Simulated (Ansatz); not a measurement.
# PtSe2: the cost of one run

The runs shown are made with Ansatz 0.2.0. PAW datasets, plane waves, zero pressure. Computed, not measured; no magnetism was allowed, and the structure may never have been made.

**1. The structure to begin with**

It is trigonal, R3m (No. 160); a = 3.446 Å, c = 19.003 Å in the conventional setting, 21.71 Å³ an atom. Near Pt stand 6 Se at 2.61 Å; near Se stand 3 Pt at 2.61 Å.

The structure in full:

```cif
data_structure
_symmetry_space_group_name_H-M 'P 1'
_symmetry_Int_Tables_number 1
_cell_length_a 6.6394
_cell_length_b 6.6394
_cell_length_c 6.6394
_cell_angle_alpha 30.080
_cell_angle_beta 30.080
_cell_angle_gamma 30.080
_cell_volume 65.13
loop_
_atom_site_label
_atom_site_type_symbol
_atom_site_fract_x
_atom_site_fract_y
_atom_site_fract_z
_atom_site_occupancy
Pt1 Pt 0.00000 0.00000 0.00000 1
Se1 Se 0.42185 0.42185 0.42185 1
Se2 Se 0.24481 0.24481 0.24481 1
```

**2. Relaxing with PBE-D3(BJ)**

input.yaml reads:

```yaml
crystal:
  lattice:
    - [1.722881365, 0.9947060199, 6.33436676]
    - [-1.722881365, 0.9947060199, 6.33436676]
    - [0.0, -1.9894120397, 6.33436676]
  atoms:
    - { symbol: Pt, position: [0.0, 0.0, 0.0] }
    - { symbol: Se, position: [0.4218548564, 0.4218548564, 0.4218548564] }
    - { symbol: Se, position: [0.2448118103, 0.2448118103, 0.2448118103] }
kpoints:
  mp_grid: { grid: [8, 8, 8] }
hamiltonian:
  xc: pbe
  dispersion: d3bj
scf:
  occupations: { method: fermi_dirac, width: 0.02 }
relax:
  f_tol: 0.005
  cell: {}
```

On the command line:

```sh
$ ansatz run input.yaml --threads 2 --pin off --max-ram 2211MiB --backend cpu --events-out ev --progress --plain --runs-dir out
```

What time and memory should one allow on 2 threads of Arm Neoverse V2, shared host?

About 39 s, with a peak of 0.38 GiB.
